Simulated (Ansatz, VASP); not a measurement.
# Mg: VASP beside Ansatz

Contents of INCAR:

```
ALGO = Normal ; EDIFF = 1E-8
ENCUT = 520 ; GGA = PE
ISIF = 2 ; ISMEAR = -1
LASPH = T ; LCHARG = F
LEFG = T ; LREAL = F
LWAVE = F ; NBANDS = 7
NELM = 60 ; PREC = Accurate
SIGMA = 0.05
```

KPOINTS

```
k-points
0
Gamma
  13 13 13
```

The input POSCAR:

```
Mg
1.0
   -1.7676432646      1.7676432646      1.7676432646
    1.7676432646     -1.7676432646      1.7676432646
    1.7676432646      1.7676432646     -1.7676432646
Mg
1
Direct
    0.0000000000      0.0000000000      0.0000000000
```

Input for Ansatz:

```yaml
crystal:
  lattice:
    - [-1.7676432646, 1.7676432646, 1.7676432646]
    - [1.7676432646, -1.7676432646, 1.7676432646]
    - [1.7676432646, 1.7676432646, -1.7676432646]
  atoms:
    - { symbol: Mg, position: [0.0, 0.0, 0.0] }
kpoints:
  mp_grid: { grid: [13, 13, 13] }
scf:
  occupations: { method: fermi_dirac, width: 0.05 }
hamiltonian:
  xc: pbe
  pseudopotentials: { kind: paw }
output:
  forces: true
  stress: true
  eigenvalues: true
  efg: { contact_densities: true }
```

Change from the starting cell: volume scaled by 0.96, PAW files.

Alike in both runs: task electric field gradients; functional PBE; k mesh 13 × 13 × 13; occupations fermi-dirac, width 0.05 eV; no spin polarisation.

|  | VASP | Ansatz |
| --- | --- | --- |
| version | VASP 6.6.1 | Ansatz 0.2.0 |
| potentials or method | VASP PAW PBE potentials, release 64 (Mg) | PAW with Ansatz's default frozen-core files, scalar-relativistic |
| plane-wave cutoff (eV) | 520 | 420 |
| valence electrons in the cell | 2 | 10 |

```tsv
	VASP	Ansatz	Ansatz less VASP
pressure (GPa)	1.4	1.5	+0.13
Vzz of the field gradient on the site that differs most (V/Å²)	0.0	0.0	0.00
```

With one functional, cell and mesh, what is left measures potentials, basis and numerics. The two sets of potentials don't hold the same shells in valence.
